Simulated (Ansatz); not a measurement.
# Zn (P6_3/mmc) in Ansatz: notebook

The runs below take Zn through band structure, with PBE, LDA, PBEsol.

Everything below comes from runs of Ansatz 0.2.0. Logs are shortened: lines on timing, memory, paths and dates and some standing lists are left out, and cuts for length are marked.

### 1 The structure

It takes space group P6_3/mmc (No. 194, hexagonal). Conventional cell: a = 2.670 Å, b = 2.670 Å, c = 4.966 Å, α = 90.00°, β = 90.00°, γ = 120.00°. Zn (site symmetry -6m2) has 12 Zn at 2.67 to 2.92 Å as nearest neighbours.

### 2 Band structure, PBE

Input file input.yaml:

```yaml
crystal:
  lattice:
    - [2.67, 0.0, 0.0]
    - [-1.335, 2.3122878281, 0.0]
    - [0.0, 0.0, 4.966]
  atoms:
    - { symbol: Zn, position: [0.6666666667, 0.3333333333, 0.75] }
    - { symbol: Zn, position: [0.3333333333, 0.6666666667, 0.25] }
kpoints:
  mp_grid: { grid: [11, 11, 6] }
  band_path:
    path:
      - [0.0, 0.0, 0.0]
      - [0.5, 0.0, 0.0]
      - [0.3333333333, 0.3333333333, 0.0]
      - [0.0, 0.0, 0.0]
      - [0.0, 0.0, 0.5]
      - [0.5, 0.0, 0.5]
      - [0.3333333333, 0.3333333333, 0.5]
      - [0.0, 0.0, 0.5]
    npoints: 12
scf:
  occupations: { method: fermi_dirac, width: 0.05 }
hamiltonian:
  xc: pbe
  pseudopotentials: { kind: all_electron, lapw: { basis_error: 0.001 } }
output:
  forces: true
  stress: true
  eigenvalues: true
```

Potentials or basis: all-electron LAPW, scalar-relativistic.

Launch:

```bash
$ ansatz run input.yaml --threads 1 --pin off --max-ram 3072MiB --backend cpu --events-out ev --progress --plain --runs-dir out
```

The program printed:

```text
Warning: RAYON_NUM_THREADS=1 ignored (pool sized by the plan → 1); use --threads N
LAPW: plane waves up to 8.322 Å⁻¹, error target 1.0e-3 eV per atom; small_component_spin mean_spin; Zn in spheres of 1.335 Å, 20 of its electrons in bands, Dirac shells [] (how accurate: hamiltonian.pseudopotentials.lapw.basis_error, Limitations)
Engine: ansatz 0.2.0, x86_64-unknown-linux-gnu
Pseudopotentials: kind: all_electron
Pseudopotential: Zn, LAPW, valence charge 20, lapw/all_electron/scalar/gaussian/Zn, Koelling and Harmon's equation, gaussian nucleus
Functional definition: PBE
  parameter kappa = 0.804
  parameter beta = 0.06672455060314922
  exchange = pbe_x(kappa = kappa, mu = beta*pi^2/3)
  correlation = pbe_c(beta = beta)
Crystal: 2 atoms, lattice volume = 30.659 Å³
Basis set: ecut = 263.87284333960963 eV, 313 PW (Γ), exchange–correlation at level 2
Bands: 24, of which v1, the nominal top of the filled ones, is band 20 counted from 1 (19 counted from 0)
Symmetry: 24 space group operations
Space group: P63/mmc (ITA 194), of the structure as read, at distance tolerance 3.1e-5 Å
k-points: 64 of 726
Non-local potential: Zn, projectors of the file, none
Initial density: superposition of atomic densities (chi_scale 0.1, normalization cell)
Initial wavefunctions: plane waves of lowest kinetic energy (no species holds an atomic orbital)
Functional: x = pbe(κ = 0.804, μ = 0.2195149727645171), c = pbe(β = 0.06672455060314922)
iter 1 solved again at ethr=1.70e-4 eV; its pass at ethr=1.00e-1 eV (dr2=6.78e-2 eV) is discarded
SCF iter   1: F=—  HF=-97746.245460 eV  |F-HF|=—  |Δ(HF+E_count)|=         —  Δρ=1.92e-2  dr2=6.80e-2  ethr=1.70e-4  ⟨swp⟩=3.0  Hψ=10225  notcnv=0
preconditioner: auto → Kerker (q_TF=auto, 2.852 Å⁻¹)  [metal: Δε(μ)=0.072 eV  Ē_g=12.371 eV  σ=0.050 eV  W_gap=0.33  n_scr=10 (ndim 8)  ℏωp=32.9 eV  f_vac=0.000  D(μ)=0.58/eV (n_scr^D=2)]
SCF iter   2: F=—  HF=-97746.144891 eV  |F-HF|=—  |Δ(HF+E_count)|=   1.01e-1  Δρ=7.93e-3  dr2=1.61e-2  ethr=1.70e-4  ⟨swp⟩=3.0  Hψ=5057  notcnv=0
SCF iter   3: F=—  HF=-97746.034495 eV  |F-HF|=—  |Δ(HF+E_count)|=   1.10e-1  Δρ=8.85e-3  dr2=1.81e-2  ethr=4.04e-5  ⟨swp⟩=2.9  Hψ=4667  notcnv=0
SCF iter   4: F=—  HF=-97746.029444 eV  |F-HF|=—  |Δ(HF+E_count)|=   5.05e-3  Δρ=3.64e-3  dr2=3.79e-3  ethr=4.04e-5  ⟨swp⟩=2.0  Hψ=4424  notcnv=0
iter 5 solved again at ethr=3.04e-7 eV; its pass at ethr=9.47e-6 eV (dr2=1.21e-4 eV) is discarded
SCF iter   5: F=—  HF=-97746.030181 eV  |F-HF|=—  |Δ(HF+E_count)|=   7.36e-4  Δρ=6.46e-4  dr2=1.21e-4  ethr=3.04e-7  ⟨swp⟩=2.0  Hψ=7572  notcnv=0
SCF iter   6: F=—  HF=-97746.030175 eV  |F-HF|=—  |Δ(HF+E_count)|=   5.22e-6  Δρ=1.11e-4  dr2=3.07e-6  ethr=3.03e-7  ⟨swp⟩=2.2  Hψ=4435  notcnv=0
SCF iter   7: F=—  HF=-97746.030174 eV  |F-HF|=—  |Δ(HF+E_count)|=   1.09e-6  Δρ=2.32e-5  dr2=1.98e-7  ethr=7.68e-9  ⟨swp⟩=2.2  Hψ=4440  notcnv=0
SCF iter   8: F=-97746.030174 eV  HF=-97746.030174 eV  |F-HF|=1.09e-8  |Δ(HF+E_count)|=   1.40e-8  Δρ=5.50e-6  dr2=1.05e-8  ethr=4.96e-10  ⟨swp⟩=2.0  Hψ=4424  notcnv=0
SCF 1 converged in 8 iterations: F = -97746.030174 eV  dr2 = 1.05e-8
NSCF: frozen V_eff on 85 k-points
SCF converged after 8 iterations
Free energy (F): -97746.030174 eV
Harris-Foulkes:  -97746.030174 eV  (|F-HF|=1.09e-8)
Internal energy: -97746.025469 eV  (E = F + TS)
E sigma→0 (E₀):  -97746.027822 eV
Entropy (-TS):   -0.004705 eV (-2.353 meV/atom)
Fermi energy:    13.613481 eV
--- Per-component energies (eV) ---
  E_band       = -1091.714902
  E_kinetic    = 99544.264101
  E_xc         = -3900.289554
  E_electrostatic = -193390.000016  (all electrons and nuclei)
  E_smearing   = -0.004705  (= −TS)
  E_closure    = 0.000000  (closes the sum)
  E_atoms      = -97743.829811  (free atoms, spherical and without spin; not in F)
  Σ components = -97746.030174   (vs F -97746.030174, Δ=0.00e0)
  Basis errors (estimates in eV, not in F): energy 2.6e-4 per atom: plane waves 2.4e-4 (1.3e-4 summed), levels above the bands 3.4e-60, relativity 1.3e-9, radial functions 1.8e-5, core shells 1.3e-11; eigenvalues (radial functions only) 1.3e-5; not estimated: angular momenta, meshes, grids; target (lapw.basis_error) 1.0e-3; muffin-tin radii Zn 1.335 Å
--- Forces (eV/Å), atoms counted from 1 ---
  atom   1  Zn    -0.00000000    -0.00000000    -0.00000000
  atom   2  Zn    -0.00000000     0.00000000     0.00000000
  max |Σ_I F_I| component: 9.25e-18 eV/Å
--- Stress (GPa, compression-positive) ---
       -0.375273       0.000000       0.000000
       -0.000000      -0.375273       0.000000
        0.000000       0.000000      -1.247207
  P = ⅓ Tr σ = -0.6659 GPa (-6.659 kbar)
--- Band table (eV; the first three rows and the last of 64) ---
  k-point 0: bands = ["-112.7972", "-112.7963", "-66.9642", "-66.9526", "-66.9346", "-66.9346", "-66.9333", "-66.9333", "3.3999", "5.1926", "5.8842", "6.1179", "6.1179", "6.1668", "6.1668", "6.4898", "6.4898", "6.6937", "6.6937", "10.1352", "10.6830", "27.1500", "30.7056", "31.0320"]
  k-point 1: bands = ["-112.7971", "-112.7964", "-66.9634", "-66.9534", "-66.9345", "-66.9345", "-66.9334", "-66.9334", "3.5656", "5.1738", "5.8887", "6.1160", "6.1160", "6.1596", "6.1596", "6.5087", "6.5087", "6.6840", "6.6840", "8.4625", "12.7213", "24.7780", "31.1969", "31.1969"]
  k-point 2: bands = ["-112.7970", "-112.7966", "-66.9613", "-66.9555", "-66.9343", "-66.9343", "-66.9336", "-66.9336", "4.0358", "5.0622", "5.9321", "6.1158", "6.1158", "6.1423", "6.1423", "6.5552", "6.5552", "6.6552", "6.6552", "6.9928", "15.3360", "21.4414", "31.6652", "31.6652"]
  k-point 63: bands = ["-112.7939", "-112.7939", "-66.9579", "-66.9579", "-66.9538", "-66.9538", "-66.9500", "-66.9500", "5.8122", "5.8122", "5.9484", "5.9484", "6.1568", "6.1568", "6.3762", "6.3762", "6.6897", "6.6897", "14.0399", "14.0399", "15.0422", "15.0422", "17.2363", "17.2363"]
```

Wall time 33 s (1 thread of Intel Xeon at 2.50GHz (Skylake/Cascade Lake), shared host); peak memory 0.35 GiB.

What came out:

```
Free energy             : -97746.0302 eV
Pressure                : -0.7 GPa
Band gap along the path : none (metal or under the smearing width)
```

Stress tensor (GPa, compression positive):
```
-0.38  0.00  0.00
 0.00 -0.38  0.00
 0.00  0.00 -1.25
```

Levels at the corners of the path, in eV from the Fermi level:
| point | band 18 | band 19 | band 20 | band 21 | band 22 | band 23 |
| --- | --- | --- | --- | --- | --- | --- |
| Γ | -6.92 | -6.92 | -3.48 | -2.93 | 13.54 | 17.09 |
| M | -6.72 | -2.68 | -2.02 | 2.71 | 3.65 | 4.15 |
| K | -7.02 | 0.14 | 0.14 | 0.29 | 5.06 | 6.14 |
| Γ | -6.92 | -6.92 | -3.48 | -2.93 | 13.54 | 17.09 |
| A | -7.00 | -7.00 | -7.00 | 4.64 | 4.64 | 18.69 |
| L | -6.73 | -1.71 | -1.71 | 0.24 | 0.24 | 10.14 |
| H | -6.93 | 1.08 | 1.08 | 1.94 | 1.94 | 2.24 |
| A | -7.00 | -7.00 | -7.00 | 4.64 | 4.64 | 18.69 |

### 3 Band structure, LDA

input.yaml, as its differences from that of step 2:

```diff
@@ -24,3 +24,3 @@
 hamiltonian:
-  xc: pbe
+  xc: lda
   pseudopotentials: { kind: all_electron, lapw: { basis_error: 0.001 } }
```

Potentials or basis: all-electron LAPW, scalar-relativistic.

Launch:

```bash
$ ansatz run input.yaml --threads 1 --pin off --max-ram 3072MiB --backend cpu --events-out ev --progress --plain --runs-dir out
```

It took 33 s on 1 thread of Intel Xeon at 2.50GHz (Skylake/Cascade Lake), shared host; peak memory 0.34 GiB.

The run converged. Its results:

| Property | Result |
| --- | --- |
| Free energy | -97600.5996 eV |
| Pressure | -9.1 GPa |
| Band gap along the path | none (metal or under the smearing width) |

Stress tensor (GPa, compression positive):
```
-9.63  0.00  0.00
 0.00 -9.63  0.00
 0.00  0.00 -7.96
```

Levels at the corners of the path, in eV from the Fermi level:
| point | band 17 | band 18 | band 19 | band 20 | band 21 | band 22 | band 23 | band 24 |
| --- | --- | --- | --- | --- | --- | --- | --- | --- |
| Γ | -7.18 | -6.97 | -6.97 | -3.43 | -2.99 | 13.46 | 17.15 | 17.27 |
| M | -6.79 | -6.77 | -2.66 | -2.05 | 2.65 | 3.65 | 4.04 | 5.88 |
| K | -7.07 | -7.07 | 0.11 | 0.11 | 0.33 | 5.03 | 6.03 | 6.03 |
| Γ | -7.18 | -6.97 | -6.97 | -3.43 | -2.99 | 13.46 | 17.15 | 17.27 |
| A | -7.05 | -7.05 | -7.05 | -7.05 | 4.63 | 4.63 | 18.52 | 18.52 |
| L | -6.78 | -6.78 | -1.69 | -1.69 | 0.18 | 0.18 | 10.06 | 10.06 |
| H | -6.98 | -6.98 | 1.10 | 1.10 | 1.97 | 1.97 | 2.13 | 2.13 |
| A | -7.05 | -7.05 | -7.05 | -7.05 | 4.63 | 4.63 | 18.52 | 18.52 |

### 4 Band structure, PBEsol

input.yaml, as its differences from that of step 3:

```diff
@@ -24,3 +24,3 @@
 hamiltonian:
-  xc: lda
+  xc: pbesol
   pseudopotentials: { kind: all_electron, lapw: { basis_error: 0.001 } }
```

Potentials or basis: all-electron LAPW, scalar-relativistic.

Launch:

```bash
$ ansatz run input.yaml --threads 1 --pin off --max-ram 3072MiB --backend cpu --events-out ev --progress --plain --runs-dir out
```

The program printed:

```text
Warning: RAYON_NUM_THREADS=1 ignored (pool sized by the plan → 1); use --threads N
LAPW: plane waves up to 8.324 Å⁻¹, error target 1.0e-3 eV per atom; small_component_spin mean_spin; Zn in spheres of 1.335 Å, 20 of its electrons in bands, Dirac shells [] (how accurate: hamiltonian.pseudopotentials.lapw.basis_error, Limitations)
[... 3 set-up lines as earlier in the session ...]
Functional definition: PBEsol
  exchange = pbesol_x
  correlation = pbesol_c
Crystal: 2 atoms, lattice volume = 30.659 Å³
Basis set: ecut = 263.97108398091683 eV, 313 PW (Γ), exchange–correlation at level 2
Bands: 24, of which v1, the nominal top of the filled ones, is band 20 counted from 1 (19 counted from 0)
[... 2 set-up lines as earlier in the session ...]
k-points: 64 of 726
[... 3 set-up lines as earlier in the session ...]
Functional: x = pbesol(κ = 0.804, μ = 0.12345679012345678), c = pbesol(β = 0.046)
iter 1 solved again at ethr=1.80e-4 eV; its pass at ethr=1.00e-1 eV (dr2=7.22e-2 eV) is discarded
SCF iter   1: F=—  HF=-97670.028138 eV  |F-HF|=—  |Δ(HF+E_count)|=         —  Δρ=1.98e-2  dr2=7.24e-2  ethr=1.80e-4  ⟨swp⟩=3.0  Hψ=10210  notcnv=0
preconditioner: auto → Kerker (q_TF=auto, 2.852 Å⁻¹)  [metal: Δε(μ)=0.072 eV  Ē_g=12.296 eV  σ=0.050 eV  W_gap=0.33  n_scr=10 (ndim 8)  ℏωp=32.9 eV  f_vac=0.000  D(μ)=0.57/eV (n_scr^D=2)]
SCF iter   2: F=—  HF=-97669.908676 eV  |F-HF|=—  |Δ(HF+E_count)|=   1.19e-1  Δρ=7.79e-3  dr2=1.57e-2  ethr=1.80e-4  ⟨swp⟩=3.0  Hψ=5108  notcnv=0
SCF iter   3: F=—  HF=-97669.779317 eV  |F-HF|=—  |Δ(HF+E_count)|=   1.29e-1  Δρ=8.91e-3  dr2=1.83e-2  ethr=3.93e-5  ⟨swp⟩=3.0  Hψ=4799  notcnv=0
SCF iter   4: F=—  HF=-97669.771320 eV  |F-HF|=—  |Δ(HF+E_count)|=   8.00e-3  Δρ=3.62e-3  dr2=3.76e-3  ethr=3.93e-5  ⟨swp⟩=2.0  Hψ=4424  notcnv=0
iter 5 solved again at ethr=2.90e-7 eV; its pass at ethr=9.40e-6 eV (dr2=1.16e-4 eV) is discarded
SCF iter   5: F=—  HF=-97669.771649 eV  |F-HF|=—  |Δ(HF+E_count)|=   3.29e-4  Δρ=6.38e-4  dr2=1.16e-4  ethr=2.90e-7  ⟨swp⟩=2.0  Hψ=7572  notcnv=0
SCF iter   6: F=—  HF=-97669.771614 eV  |F-HF|=—  |Δ(HF+E_count)|=   3.47e-5  Δρ=1.20e-4  dr2=4.02e-6  ethr=2.90e-7  ⟨swp⟩=2.0  Hψ=4424  notcnv=0
SCF iter   7: F=—  HF=-97669.771612 eV  |F-HF|=—  |Δ(HF+E_count)|=   1.93e-6  Δρ=2.49e-5  dr2=2.46e-7  ethr=1.01e-8  ⟨swp⟩=2.0  Hψ=4424  notcnv=0
SCF iter   8: F=-97669.771612 eV  HF=-97669.771612 eV  |F-HF|=1.80e-8  |Δ(HF+E_count)|=   4.51e-8  Δρ=5.36e-6  dr2=9.71e-9  ethr=6.15e-10  ⟨swp⟩=2.0  Hψ=4424  notcnv=0
SCF 1 converged in 8 iterations: F = -97669.771612 eV  dr2 = 9.71e-9
NSCF: frozen V_eff on 85 k-points
SCF converged after 8 iterations
Free energy (F): -97669.771612 eV
Harris-Foulkes:  -97669.771612 eV  (|F-HF|=1.80e-8)
Internal energy: -97669.766898 eV  (E = F + TS)
E sigma→0 (E₀):  -97669.769255 eV
Entropy (-TS):   -0.004714 eV (-2.357 meV/atom)
Fermi energy:    13.432474 eV
--- Per-component energies (eV) ---
  E_band       = -1094.174386
  E_kinetic    = 99453.557185
  E_xc         = -3822.191059
  E_electrostatic = -193301.133024  (all electrons and nuclei)
  E_smearing   = -0.004714  (= −TS)
  E_closure    = 0.000000  (closes the sum)
  E_atoms      = -97666.664271  (free atoms, spherical and without spin; not in F)
  Σ components = -97669.771612   (vs F -97669.771612, Δ=0.00e0)
  Basis errors (estimates in eV, not in F): energy 2.6e-4 per atom: plane waves 2.4e-4 (1.3e-4 summed), levels above the bands 3.7e-60, relativity 7.3e-9, radial functions 1.5e-5, core shells 1.1e-11; eigenvalues (radial functions only) 1.3e-5; not estimated: angular momenta, meshes, grids; target (lapw.basis_error) 1.0e-3; muffin-tin radii Zn 1.335 Å
--- Forces (eV/Å), atoms counted from 1 ---
  atom   1  Zn     0.00000000    -0.00000000    -0.00000000
  atom   2  Zn     0.00000000     0.00000000     0.00000000
  max |Σ_I F_I| component: 4.63e-18 eV/Å
--- Stress (GPa, compression-positive) ---
       -5.637761       0.000000       0.000000
        0.000000      -5.637761       0.000000
        0.000000       0.000000      -5.588759
  P = ⅓ Tr σ = -5.6214 GPa (-56.214 kbar)
--- Band table (eV; the first three rows and the last of 64) ---
  k-point 0: bands = ["-112.6027", "-112.6019", "-66.9308", "-66.9191", "-66.9014", "-66.9014", "-66.9001", "-66.9001", "3.2147", "5.0358", "5.7377", "5.9712", "5.9712", "6.0205", "6.0205", "6.3474", "6.3474", "6.5526", "6.5526", "9.9466", "10.5144", "26.9608", "30.5196", "30.8263"]
  k-point 1: bands = ["-112.6027", "-112.6019", "-66.9300", "-66.9199", "-66.9013", "-66.9013", "-66.9002", "-66.9002", "3.3806", "5.0155", "5.7420", "5.9693", "5.9693", "6.0132", "6.0132", "6.3664", "6.3664", "6.5428", "6.5428", "8.2857", "12.5423", "24.5916", "30.9911", "30.9911"]
  k-point 2: bands = ["-112.6025", "-112.6021", "-66.9279", "-66.9220", "-66.9011", "-66.9011", "-66.9004", "-66.9004", "3.8516", "4.8972", "5.7842", "5.9693", "5.9693", "5.9958", "5.9958", "6.4131", "6.4131", "6.5138", "6.5138", "6.8243", "15.1549", "21.2571", "31.4587", "31.4587"]
  k-point 63: bands = ["-112.5994", "-112.5994", "-66.9248", "-66.9248", "-66.9206", "-66.9206", "-66.9169", "-66.9169", "5.6643", "5.6643", "5.8006", "5.8006", "6.0104", "6.0104", "6.2311", "6.2311", "6.5483", "6.5483", "13.8594", "13.8594", "14.8587", "14.8587", "17.0511", "17.0511"]
```

Run time: 34 s. Hardware: 1 thread of Intel Xeon at 2.50GHz (Skylake/Cascade Lake), shared host; peak memory 0.35 GiB.

What came out:

```yaml
Free_energy: -97669.7716 eV
Pressure: -5.6 GPa
Band_gap_along_the_path: none (metal or under the smearing width)
```

Levels at the corners of the path, in eV from the Fermi level:
```
point  band 17  band 18  band 19  band 20  band 21  band 22  band 23  band 24
    Γ    -7.09    -6.88    -6.88    -3.49    -2.92    13.53    17.09    17.39
    M    -6.70    -6.68    -2.68    -2.02     2.70     3.64     4.15     5.80
    K    -6.98    -6.98     0.14     0.14     0.29     5.05     6.14     6.14
    Γ    -7.09    -6.88    -6.88    -3.49    -2.92    13.53    17.09    17.39
    A    -6.96    -6.96    -6.96    -6.96     4.64     4.64    18.67    18.67
    L    -6.69    -6.69    -1.72    -1.72     0.24     0.24    10.12    10.12
    H    -6.89    -6.89     1.08     1.08     1.94     1.94     2.23     2.23
    A    -6.96    -6.96    -6.96    -6.96     4.64     4.64    18.67    18.67
```

### 5 Overview

```csv
level,pressure (GPa)
PBE,-0.7
LDA,-9.1
PBEsol,-5.6
```

Alike in all rows: task band structure; potentials or basis all-electron LAPW, scalar-relativistic; no spin polarisation; cell as given; k mesh 11 × 11 × 6; cutoff (eV) 264; smearing fermi-dirac 0.05 eV; basis error allowed 0.001 eV/atom.

The pressure there spans -9.1 GPa (LDA) to -0.7 GPa (PBE); a positive pressure means that this level wants a larger cell, a negative one a smaller.

Compare energies only between runs with the same functional and basis.
